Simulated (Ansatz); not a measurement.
# Bands, cutoff and cost in G0W0 for MgBrF (1T monolayer (Janus))

Aim: see how the G0W0 gap of MgBrF (1T monolayer (Janus)) on LDA moves with empty bands and screening cutoff, and what each rung costs.

Program: Ansatz 0.2.0. Level of theory: G0W0 on LDA, plane waves, PAW. Results are calculated unless marked as measured.

## Step 1: Set-up

The cell holds 3 atoms: 1 Mg, 1 F and 1 Br. Its edges and angles: a = 3.414 Å, b = 3.414 Å, c = 28.000 Å, α = 90.0°, β = 90.0°, γ = 120.0°. Vacuum lies along c.

The structure was relaxed with LDA. The runs that relaxed it are not among those shown. The default PAW set here is soft_2. Its files were made with PBE. The Coulomb interaction is cut off across the vacuum.

## Step 2: 61 empty bands, screening to 21 eV

G0W0 replaces the xc potential by the self-energy, built once from these orbitals. Only a window of levels is corrected, while the sums run over the empty bands that the input names.

File input.yaml:

```yaml
crystal:
  lattice:
    - [3.4137877791, 0.0, 0.0]
    - [-1.7068938896, 2.9564269398, 0.0]
    - [0.0, 0.0, 28.0]
  atoms:
    - { symbol: Mg, position: [0.0, 0.0, 0.5146408325] }
    - { symbol: F, position: [0.3333333333, 0.6666666667, 0.5432973803] }
    - { symbol: Br, position: [0.6666666667, 0.3333333333, 0.4567026197] }
  periodic: [true, true, false]
kpoints:
  mp_grid: { grid: [6, 6, 1] }
hamiltonian:
  xc: lda
scf:
  occupations: { method: fixed }
gw:
  n_empty_bands: 61
  ecut_chi: 21.0
  qp_bands: [v2, c2]
  qp_kpoints: band_edges
  screening: { model: contour_deformation }
```

Started as:

```bash
$ ansatz run input.yaml --threads 4 --pin off --max-ram 13824MiB --backend cpu --events-out ev --progress --plain --runs-dir out
```

Numbers of over 12 decimals in the logs are rounded to 6 here.

What it wrote:

```text
Engine: ansatz 0.2.0, aarch64-unknown-linux-gnu
Pseudopotentials: kind: paw
Pseudopotential: Mg, paw, valence charge 10, recommended cutoff 420 eV (normal), Mg.paw.azcp
Pseudopotential: F, paw, valence charge 7, recommended cutoff 420 eV (normal), F.paw.azcp
Pseudopotential: Br, paw, valence charge 7, recommended cutoff 420 eV (normal), Br.paw.azcp
Functional definition: SPW92
  exchange = slater_x
  correlation = pw_c
Crystal: 3 atoms, lattice volume = 282.593 Å³
Basis set: ecut = 420 eV, 5517 PW (Γ)
Bands: 16, of which v1, the nominal top of the filled ones, is band 12 counted from 1 (11 counted from 0)
Symmetry: 6 space group operations
Space group: P3m1 (ITA 156), of the structure as read, at distance tolerance 6.6e-5 Å
k-points: 7 of 36 (time reversal used)
Non-local potential: Mg, projectors of the file, l = 0: 3, l = 1: 2, l = 2: 1
Non-local potential: F, projectors of the file, l = 0: 2, l = 1: 2, l = 2: 1
Non-local potential: Br, projectors of the file, l = 0: 2, l = 1: 2, l = 2: 2
PAW form: soft (Blöchl's): semilocal exchange-correlation on the pseudo side does not see the compensation charge
PAW frozen core: Mg, regenerated for the run's functional, and the local potential with it (the file was generated under x = pbe(κ = 0.804, μ = 0.219515), c = pbe(β = 0.066725))
PAW frozen core: F, regenerated for the run's functional, and the local potential with it (the file was generated under x = pbe(κ = 0.804, μ = 0.219515), c = pbe(β = 0.066725))
PAW frozen core: Br, regenerated for the run's functional, and the local potential with it (the file was generated under x = pbe(κ = 0.804, μ = 0.219515), c = pbe(β = 0.066725))
PAW one-centre angular grid: Mg, 110 points (default); XC on 64 Gauss nodes
PAW one-centre angular grid: F, 110 points (default); XC on 64 Gauss nodes
PAW one-centre angular grid: Br, 110 points (default); XC on 64 Gauss nodes
Initial density: superposition of atomic densities (neutral atoms: chi_scale 0, normalization atom), corrected by the library's trained network
Initial wavefunctions: pseudopotential atomic-orbital guess
Functional: x = slater, c = lda
SCF iter   1: F=—  HF=-5393.282384 eV  |F-HF|=—  |Δ(HF+E_count)|=         —  Δρ=4.78e-3  dr2=5.69e-2  ethr=1.77e-3  ⟨swp⟩=7.1  Hψ=696  notcnv=0  defer=14
preconditioner: auto → none  [insulator: Δε(μ)=2.258 eV  Ē_g=11.519 eV  n_scr=16 (ndim 8)  ℏωp=8.3 eV  f_vac=0.790  ε∞_Penn≈1.5]
SCF iter   2: F=—  HF=-5393.266601 eV  |F-HF|=—  |Δ(HF+E_count)|=   1.58e-2  Δρ=2.39e-3  dr2=1.48e-2  ethr=2.37e-4  ⟨swp⟩=4.0  Hψ=300  notcnv=0  defer=14
SCF iter   3: F=—  HF=-5393.263009 eV  |F-HF|=—  |Δ(HF+E_count)|=   3.59e-3  Δρ=6.48e-4  dr2=1.68e-3  ethr=6.18e-5  ⟨swp⟩=4.1  Hψ=217  notcnv=0  defer=14
SCF iter   4: F=—  HF=-5393.262862 eV  |F-HF|=—  |Δ(HF+E_count)|=   1.47e-4  Δρ=4.07e-4  dr2=7.24e-4  ethr=6.99e-6  ⟨swp⟩=4.6  Hψ=219  notcnv=0  defer=14
SCF iter   5: F=—  HF=-5393.262768 eV  |F-HF|=—  |Δ(HF+E_count)|=   9.36e-5  Δρ=1.24e-4  dr2=2.27e-5  ethr=3.02e-6  ⟨swp⟩=3.0  Hψ=202  notcnv=0  defer=14
SCF iter   6: F=—  HF=-5393.262796 eV  |F-HF|=—  |Δ(HF+E_count)|=   2.76e-5  Δρ=2.06e-5  dr2=1.04e-6  ethr=9.45e-8  ⟨swp⟩=3.0  Hψ=264  notcnv=0  defer=14
iter 7 met the thresholds in force, and the SCF goes on: an eigenvalue changes by 15.29 meV, over its tolerance of 10.00 meV (output.eigenvalues, Limitations)
SCF iter   7: F=-5393.262800 eV  HF=-5393.262800 eV  |F-HF|=2.62e-7  |Δ(HF+E_count)|=   4.03e-6  Δρ=4.83e-6  dr2=3.78e-8  ethr=4.17e-10  ⟨swp⟩=13.7  Hψ=870  notcnv=0
SCF iter   8: F=-5393.262800 eV  HF=-5393.262800 eV  |F-HF|=3.43e-9  |Δ(HF+E_count)|=   2.67e-7  Δρ=8.35e-7  dr2=1.95e-9  ethr=1.57e-10  ⟨swp⟩=6.4  Hψ=492  notcnv=0
SCF 1 converged in 8 iterations: F = -5393.262800 eV  dr2 = 1.95e-9
  greatest PAW one-centre occupation: 1.000 electrons in one spin orbital (limit 2), on the Mg atom at site 0 (counted from 0), in its partial waves of l = 0
NSCF: frozen V_eff on 7 k-points
G₀W₀ screening: q 1/7
[... further progress lines ...]
SCF converged after 8 iterations
an eigenvalue changed by more than its tolerance at an iteration that met the thresholds in force, so the SCF went on 1 time: the last check found none over its tolerance
Free energy (F): -5393.262800 eV
Harris-Foulkes:  -5393.262800 eV  (|F-HF|=3.43e-9)
Internal energy: -5393.262800 eV  (E = F + TS)
E sigma→0 (E₀):  -5393.262800 eV
Fermi energy:    -5.732302 eV
--- Per-component energies (eV) ---
  E_band       = -659.186483
  E_kinetic    = 418.663739
  E_local      = -32307.595711  (includes V_loc(G=0)·N_el)
  E_nonlocal   = 243.958838
  E_hartree    = 15669.778825
  E_xc         = -369.810452
  E_vxc        = -245.515204  (∫ρ·V_xc dr)
  E_paw        = -2619.676920  (= ΣΔE_a)
  E_vpaw       = -108.259801  (= ΣTr[D̂ρ^β])
  E_aug_tail   = 0.002044  (compensation charges beyond the density's cutoff)
  E_ewald      = 13570.946594
  E_core_change = 0.470242  (= ΣΔE_core)
  E_smearing   = -0.000000  (= −TS)
  E_closure    = -0.000000  (closes the sum)
  Σ components = -5393.262800   (vs F -5393.262800, Δ=0.00e0)
--- Band table (eV; the first three rows and the last of 7) ---
  k-point 0: bands = [... 8 lower, -10.9397, -8.6637, -5.7323, -5.7323, -3.2174, -0.7758, -0.1300, 0.4077]
  k-point 1: bands = [... 8 lower, -10.9925, -8.4123, -7.1386, -6.0262, -2.5925, -0.2884, 0.3600, 0.8802]
  k-point 2: bands = [... 8 lower, -11.0068, -9.0086, -7.9740, -6.5309, -1.1729, 0.7185 (0.7181°), 1.0915, 1.4847]
  k-point 6: bands = [... 8 lower, -10.9360, -9.1460, -8.6031, -7.6205, 0.6557, 1.5370, 1.8099, 2.2826]
  ° read free of the cell's end (the report's vacuum.weakly_bound_levels)
--- G₀W₀: contour deformation, 6 samples at zero and on the imaginary axis and 2 off it, 36 q-points, 61 empty bands' worth ---
  eigenvalues of the whole cell's RPA ε∞ on this k-mesh (on a slab, of 1 + 4πα/V) = 1.1144, 1.4112, 1.4112; static W/v taken at q = 0 is 0.802907
  bands read: the sum over 73 bands ends inside a degenerate multiplet in 1 slot, whose members it reads at an even weight; the widest, k=0: bands 73 to 74 (counted from 1) at 1/2 each
  gw.qp_kpoints: band_edges: 5 of 7 stored k-points solved, in 1 pass; an edge of the gap read off the rows below is read off those points alone
    valence top: of the k-points left out ik 4 came nearest to being solved in a further pass, in band 12 (counted from 1, as in the quasiparticle table): it holds the edge there only if its correction is more favourable than any solved in that band by at least 1.054 eV; those differ by 0.307 eV
    conduction bottom: of the k-points left out ik 4 came nearest to being solved in a further pass, in band 14 (counted from 1, as in the quasiparticle table): it holds the edge there only if its correction is more favourable than any solved in that band by at least 2.370 eV; those differ by 1.828 eV
  `?` marks the rows in doubt; gw_qp.tsv's column doubts and the gw_qp event give each row's grounds
    ik  band        ε_KS         Σx   Σc(E_QP)       V_xc       Z   E_QP_lin       E_QP  E_QP is
     0    11     -5.7323   -20.6420     2.1958   -17.4497  0.8445    -6.7398    -6.7289  root
     0    12     -5.7323   -20.6420     2.1958   -17.4497  0.8445    -6.7398    -6.7289  root
     0    13     -3.2174    -5.2328    -2.1771    -9.2781  0.8853    -1.3121    -1.3492  root
     0    14     -0.7758    -0.9569    -0.6480    -1.9783  0.9573    -0.4019    -0.4025  root
     1    11     -7.1386   -19.7515     2.3486   -16.2062  0.8306    -8.3568    -8.3353  root
     1    12     -6.0262   -20.4592     2.2415   -17.1725  0.8418    -7.0840    -7.0714  root
     1    13     -2.5925    -5.4865    -2.1841    -9.5451  0.8840    -0.6761    -0.7180  root
     1    14     -0.2884    -0.9638    -0.6567    -2.0143  0.9559     0.1056     0.1053  root
     2    11     -7.9740   -20.5986     2.4486   -16.5364  0.8329    -9.6281    -9.5877  root
     2    12     -6.5309   -20.2474     2.3426   -16.7794  0.8369    -7.6722    -7.6563  root
     2    13     -1.1729    -5.7637    -2.3509   -10.1193  0.8780     0.8891     0.8317  root
     2    14      0.7185    -5.4704    -2.4625    -9.9830  0.8721     2.8268     2.7686  root
     3    11     -7.7497   -20.1685     2.3688   -16.3163  0.8345    -9.2650    -9.2330  root
     3    12     -6.7526   -20.1832     2.3920   -16.6331  0.8348    -7.9281    -7.9106  root
     3    13     -0.3865    -6.4472    -2.7024   -11.4371  0.8656     1.9969     1.9009  root ?
     3    14      0.7343    -6.3901    -2.7140   -11.3052  0.8637     3.0120     2.9353  root ?
     5    11     -7.7476   -20.2565     2.3797   -16.3874  0.8343    -9.2695    -9.2371  root
     5    12     -7.5464   -19.8324     2.5136   -16.0153  0.8260    -8.8773    -8.8499  root
     5    13     -0.1599    -6.5766    -2.6160   -11.4082  0.8677     2.1414     2.0557  root ?
     5    14      0.9675    -5.4032    -2.5448   -10.0021  0.8680     3.0820     3.0215  root
```

Run time: 11 s. Hardware: 4 threads of Arm Neoverse V1, shared host; peak memory 0.66 GiB; 42 s of CPU time.

This step gave:

* bands summed: 73
* plane waves in the screening matrix: 75
* q-points in the mesh: 36
* G0W0 gap on the mesh: 5.380 eV
* k of the valence top: 0, 0, 0
* k of the conduction bottom: 0, 0, 0
* starting gap on the mesh: 2.515 eV
* Z at the valence top: 0.8445
* Z at the conduction bottom: 0.8853
* least direct G0W0 gap on the computed points: 5.380 eV

The gap on the mesh goes from 2.51 eV to 5.38 eV, a correction of +2.86 eV. Between the two edge states, bare exchange in place of the xc potential would open the gap by 7.24 eV, and correlation takes back 4.37 eV.

## Step 3: 174 empty bands, screening to 42 eV

Bands and screening cutoff are moved together, since each hides the error of the other.

input.yaml: that of step 2 with these lines changed.

```diff
@@ -17,4 +17,4 @@
 gw:
-  n_empty_bands: 61
-  ecut_chi: 21.0
+  n_empty_bands: 174
+  ecut_chi: 42.0
   qp_bands: [v2, c2]
```

What it wrote:

```text
[...]
Crystal: 3 atoms, lattice volume = 282.593 Å³
Basis set: ecut = 420 eV, 5517 PW (Γ)
Bands: 16, of which v1, the nominal top of the filled ones, is band 12 counted from 1 (11 counted from 0)
Symmetry: 6 space group operations
[...]
k-points: 7 of 36 (time reversal used)
[...]
SCF iter   1: F=—  HF=-5393.282384 eV  |F-HF|=—  |Δ(HF+E_count)|=         —  Δρ=4.78e-3  dr2=5.69e-2  ethr=1.77e-3  ⟨swp⟩=7.1  Hψ=696  notcnv=0  defer=14
[...]
SCF iter   8: F=-5393.262800 eV  HF=-5393.262800 eV  |F-HF|=3.43e-9  |Δ(HF+E_count)|=   2.67e-7  Δρ=8.35e-7  dr2=1.95e-9  ethr=1.57e-10  ⟨swp⟩=6.4  Hψ=492  notcnv=0
SCF 1 converged in 8 iterations: F = -5393.262800 eV  dr2 = 1.95e-9
[...]
NSCF: frozen V_eff on 7 k-points
G₀W₀ screening: q 1/7
[... further progress lines ...]
SCF converged after 8 iterations
[...]
Free energy (F): -5393.262800 eV
[...]
Internal energy: -5393.262800 eV  (E = F + TS)
E sigma→0 (E₀):  -5393.262800 eV
Fermi energy:    -5.732302 eV
[...]
--- Band table (eV; the first three rows and the last of 7) ---
  k-point 0: bands = [... 8 lower, -10.9397, -8.6637, -5.7323, -5.7323, -3.2174, -0.7758, -0.1300, 0.4077]
  k-point 1: bands = [... 8 lower, -10.9925, -8.4123, -7.1386, -6.0262, -2.5925, -0.2884, 0.3600, 0.8802]
  k-point 2: bands = [... 8 lower, -11.0068, -9.0086, -7.9740, -6.5309, -1.1729, 0.7185 (0.7181°), 1.0915, 1.4847]
  k-point 6: bands = [... 8 lower, -10.9360, -9.1460, -8.6031, -7.6205, 0.6557, 1.5370, 1.8099, 2.2826]
  ° read free of the cell's end (the report's vacuum.weakly_bound_levels)
[...]
0    11     -5.7323   -20.6420     2.0075   -17.4497  0.8312    -6.9327    -6.9171  root
     0    12     -5.7323   -20.6420     2.0075   -17.4497  0.8312    -6.9327    -6.9171  root
     0    13     -3.2174    -5.2328    -2.3273    -9.2781  0.8832    -1.4698    -1.4995  root
     0    14     -0.7758    -0.9569    -0.6742    -1.9783  0.9568    -0.4282    -0.4287  root
     1    11     -7.1386   -19.7515     2.1910   -16.2062  0.8197    -8.5215    -8.4930  root
     1    12     -6.0262   -20.4592     2.0551   -17.1725  0.8289    -7.2755    -7.2578  root
     1    13     -2.5925    -5.4865    -2.3073    -9.5451  0.8811    -0.8066    -0.8411  root
     1    14     -0.2884    -0.9638    -0.6874    -2.0143  0.9552     0.0747     0.0746  root
[...]
5    11     -7.7476   -20.2565     2.3197   -16.3874  0.8213    -9.3324    -9.2970  root
     5    12     -7.5464   -19.8324     2.3692   -16.0153  0.8154    -9.0297    -8.9943  root
     5    13     -0.1599    -6.5766    -2.7563   -11.4082  0.8632     1.9829     1.9153  root
     5    14      0.9675    -5.4032    -2.7207   -10.0021  0.8632     2.8923     2.8456  root
```

Run time: 33 s. Hardware: 4 threads; peak memory 1.4 GiB; 2.1 min of CPU time.

Numbers from this step:

```
bands summed                                 : 186
plane waves in the screening matrix          : 167
q-points in the mesh                         : 36
G0W0 gap on the mesh                         : 5.418 eV
k of the valence top                         : 0, 0, 0
k of the conduction bottom                   : 0, 0, 0
starting gap on the mesh                     : 2.515 eV
Z at the valence top                         : 0.8312
Z at the conduction bottom                   : 0.8832
least direct G0W0 gap on the computed points : 5.418 eV
```

Against the run with 6×6×1 mesh, 61 empty bands, screening to 21 eV, the gap moves by +0.04 eV.

## Step 4: 375 empty bands, screening to 70 eV

input.yaml: that of step 3 with these lines changed.

```diff
@@ -16,5 +16,6 @@
   occupations: { method: fixed }
+  convergence: { dr2_threshold: 1.0e-10 }
 gw:
-  n_empty_bands: 174
-  ecut_chi: 42.0
+  n_empty_bands: 375
+  ecut_chi: 70.0
   qp_bands: [v2, c2]
```

What it wrote:

```text
[...]
Crystal: 3 atoms, lattice volume = 282.593 Å³
Basis set: ecut = 420 eV, 5517 PW (Γ)
Bands: 16, of which v1, the nominal top of the filled ones, is band 12 counted from 1 (11 counted from 0)
Symmetry: 6 space group operations
[...]
k-points: 7 of 36 (time reversal used)
[...]
1    14     -0.2905    -0.9618    -0.7011    -2.0124  0.9551     0.0591     0.0590  root
[...]
5    11     -7.7477   -20.2565     2.1693   -16.3874  0.8148    -9.4916    -9.4475  root
     5    12     -7.5464   -19.8325     2.1770   -16.0153  0.8111    -9.2325    -9.1866  root
     5    13     -0.1599    -6.5765    -2.8527   -11.4080  0.8605     1.8753     1.8188  root
     5    14      0.9674    -5.4030    -2.8176   -10.0016  0.8610     2.7884     2.7485  root
[key lines of the parts left out:]
SCF converged after 10 iterations
Free energy (F): -5393.262800 eV
Fermi energy:    -5.732340 eV
```

Wall time 2.2 min (4 threads); peak memory 3.1 GiB.

This step gave:

| Item | Value |
| --- | --- |
| bands summed | 387 |
| plane waves in the screening matrix | 381 |
| G0W0 gap on the mesh | 5.604 eV |
| k of the valence top | 0, 0, 0 |
| k of the conduction bottom | 0, 0, 0 |
| starting gap on the mesh | 2.515 eV |
| least direct G0W0 gap on the computed points | 5.604 eV |

Against the run with 6×6×1 mesh, 174 empty bands, screening to 42 eV, the gap moves by +0.19 eV.

## Step 5: 690 empty bands, screening to 105 eV

input.yaml: that of step 4 with these lines changed.

```diff
@@ -16,6 +16,5 @@
   occupations: { method: fixed }
-  convergence: { dr2_threshold: 1.0e-10 }
 gw:
-  n_empty_bands: 375
-  ecut_chi: 70.0
+  n_empty_bands: 690
+  ecut_chi: 105.0
   qp_bands: [v2, c2]
```

What it wrote:

```text
[...]
Crystal: 3 atoms, lattice volume = 282.593 Å³
Basis set: ecut = 420 eV, 5517 PW (Γ)
Bands: 16, of which v1, the nominal top of the filled ones, is band 12 counted from 1 (11 counted from 0)
Symmetry: 6 space group operations
[...]
k-points: 7 of 36 (time reversal used)
[...]
1    14     -0.2884    -0.9638    -0.7096    -2.0143  0.9550     0.0525     0.0524  root
[...]
5    11     -7.7476   -20.2565     2.0003   -16.3874  0.8120    -9.6728    -9.6164  root
     5    12     -7.5464   -19.8324     2.0043   -16.0153  0.8086    -9.4154    -9.3592  root
     5    13     -0.1599    -6.5766    -2.9022   -11.4082  0.8595     1.8208     1.7695  root
     5    14      0.9675    -5.4032    -2.8716   -10.0021  0.8604     2.7314     2.6947  root
[key lines of the parts left out:]
SCF converged after 8 iterations
Free energy (F): -5393.262800 eV
Fermi energy:    -5.732302 eV
```

Elapsed: 8.6 min, on 4 threads; peak memory 6.5 GiB; 33 min of CPU time.

This step gave:

- bands summed: 702
- plane waves in the screening matrix: 665
- G0W0 gap on the mesh: 5.814 eV
- k of the valence top: 0, 0, 0
- k of the conduction bottom: 0, 0, 0
- starting gap on the mesh: 2.515 eV
- least direct G0W0 gap on the computed points: 5.814 eV

Against the run with 6×6×1 mesh, 375 empty bands, screening to 70 eV, the gap moves by +0.21 eV.

(Continued in part 2 of 2.)

[Paths, hosts, dates, memory and timing lines, banners, echoed tables and standing remarks are left out of the program output.]

[Logs are printed without paths, hosts, clocks, repeated set-up lines and the standing remarks that a program may print on its own settings, such as how far it seeks lower states.]

[Runs of the session that timed out or met a known fault of the program may be left out.]

[Cells called generated may have been cut or substituted from an entry of the Crystallography Open Database or the Materials Project.]

[Hosts, paths, dates, database ids (printed as entryN), source tags and the programs' standing remarks are cut or masked in the printed files.]
